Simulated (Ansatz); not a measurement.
CsPbI₃ (cubic perovskite)

```
CsPbI3
1.0
    6.33267     0.00000     0.00000
    0.00000     6.33267     0.00000
    0.00000     0.00000     6.33267
Cs Pb I
1 1 3
Direct
  0.00000   0.00000   0.00000
  0.50000   0.50000   0.50000
  0.00000   0.50000   0.50000
  0.50000   0.50000   0.00000
  0.50000   0.00000   0.50000
```

The slice is a {110} plane (indices of the conventional cell) through the point (0.500, 0.000, 0.500) (fractional), spanned by u = [100] and v = [011] in vectors of this cell: u (6.33 Å) and v (8.96 Å, at 90° to u). It covers one period; positions are fractions (u, v).

These are r2SCAN (plane waves to 500 eV, PAW, scalar-relativistic; Ansatz, a quantum-chemistry and plane-wave program) values and carry that method's errors. k mesh 5×5×5. Near the nuclei the fields are pseudised (PAW); where an atom keeps semicore shells as valence, they peak there. CsPbI3 was relaxed with its symmetry unable to fall. Spin-orbit coupling is left out, though I and Pb are heavy. This is a high-temperature form of CsPbI3.

Predict the map of the valence electron density on the slice.


```
|9988665544221100000000112244556688|
|6666554433221100000000112233445566|
|5555444422111111000011111122444455|
|4444333322111111111111111122333344|
|3333222211111111111111111111222233|
|2222221111111111111111111111112222|
|3333222211111111111111111111222233|
|4444333322111111111111111122333344|
|5555444422111111000011111122444455|
|6666554433221100000000112233445566|
|9988665544221100000000112244556688|
|9999665544221100000000112244556699|
|9988665544221100000000112244556688|
|6666554433221100000000112233445566|
|5555444422111111000011111122444455|
|4444333322111111111111111122333344|
|3333222211111111111111111111222233|
|2222221111111111111111111111112222|
|3333222211111111111111111111222233|
|4444333322111111111111111122333344|
|5555444422111111000011111122444455|
|6666554433221100000000112233445566|
|9988665544221100000000112244556688|
|9999665544221100000000112244556699|
```
Scale: ten equal steps from -2.38 (start of '0') to 1.28 (end of '9'), in the order '0123456789'. Values: log₁₀ of the valence density in e/Å³. The map has 17 points along u (two characters each, u = 0 at the left) and 24 along v (v = 0 in the bottom row). The scale is logarithmic, as a density can span decades between atoms and voids.
